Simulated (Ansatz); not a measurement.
Crystal: GaAs.

```
Ga As
1.0
     3.81014    0.00000    0.00000
     0.00000    3.81014    0.00000
     0.00000    0.00000    2.73891
Ga As
1 1
Cartesian
  1.9051 1.9051 1.3695
  0.0000 0.0000 1.3695
```

The cell was built by a generator and needn't be a form met in nature.

- Program: Ansatz 0.2.0
- Task: relaxation of cell and atoms
- Functional: B3LYP
- Potentials or basis: Ansatz PAW
- Cutoff: 420 eV (not typed: the program's choice for these potentials)
- k mesh: 4 × 4 × 5
- Occupations: fermi-dirac, width 0.05 eV
- Spin: no spin polarisation

At the start: volume 19.88 Å³/atom.

Question: How do energy, volume and symmetry change on relaxing?

Answer: It ends after 8 steps and the volume is 21.30 Å³/atom (+7.2 %); space group P4/mmm (No. 123, to 0.05 Å).

Step by step:
```tsv
step	energy change (eV)	largest force (eV/Å)	volume (Å³)
1	0.0000	0.0000	39.76
2	-0.1835	0.0000	42.40
3	-0.2048	0.0000	41.30
4	-0.2157	0.0000	42.36
5	-0.2170	0.0000	43.01
6	-0.2179	0.0000	42.64
7	-0.2180	0.0000	42.61
8	-0.2193	0.0000	42.61
```

Final structure:
```
Ga As
1.0
     4.07192    0.00000    0.00000
     0.00000    4.07192    0.00000
     0.00000    0.00000    2.56988
Ga As
1 1
Direct
  0.50000 0.50000 0.50000
  0.00000 0.00000 0.50000
```

Caveat: the k mesh is coarse (spacing up to 0.46 Å⁻¹), so the values aren't converged, least of all with exact exchange; the plane-wave basis is chosen anew once the cell has moved, so the energies of steps on either side of that aren't comparable; the PAW data sets come from PBE, with cores solved anew for the run's functional, which leaves a small shift of forces and pressure.
